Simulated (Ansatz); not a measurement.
Input and command of a plane-wave DFT calculation in Ansatz:

```yaml
crystal:
  lattice:
    - [0.0, 2.8906715113, 2.8906715113]
    - [2.8906715113, 0.0, 2.8906715113]
    - [2.8906715113, 2.8906715113, 0.0]
  atoms:
    - { symbol: Al, position: [0.0, 0.0, 0.0] }
    - { symbol: Cu, position: [0.5, 0.5, 0.5] }
    - { symbol: Cu, position: [0.2889182927, 0.2110817073, 0.2889182927] }
    - { symbol: Cu, position: [0.7110817073, 0.7889182927, 0.7110817073] }
basis:
  ecutwfc: 500
kpoints:
  mp_grid: { grid: [14, 14, 14] }
hamiltonian:
  xc: r2scan
scf:
  occupations: { method: gaussian, width: 0.15 }
output:
  forces: true
  stress: true
  eigenvalues: true
```

```bash
ansatz run input.yaml --threads 2 --pin off --max-ram 5120MiB --backend cpu --events-out ev --progress --plain --runs-dir out
```

Processor: Intel(R) Xeon(R) Processor @ 2.50GHz (Skylake/Cascade Lake), 2 threads, on a host shared with other jobs.

**Question.** Estimate time, memory and problem size.

**Answer.** About 91 s on 2 threads of Intel(R) Xeon(R) Processor @ 2.50GHz (Skylake/Cascade Lake), with other jobs on the host, peak memory 0.98 GiB. It solves 36 bands at 428 k points (the mesh reduced by symmetry) with about 1243 plane waves, in 9 SCF iterations.
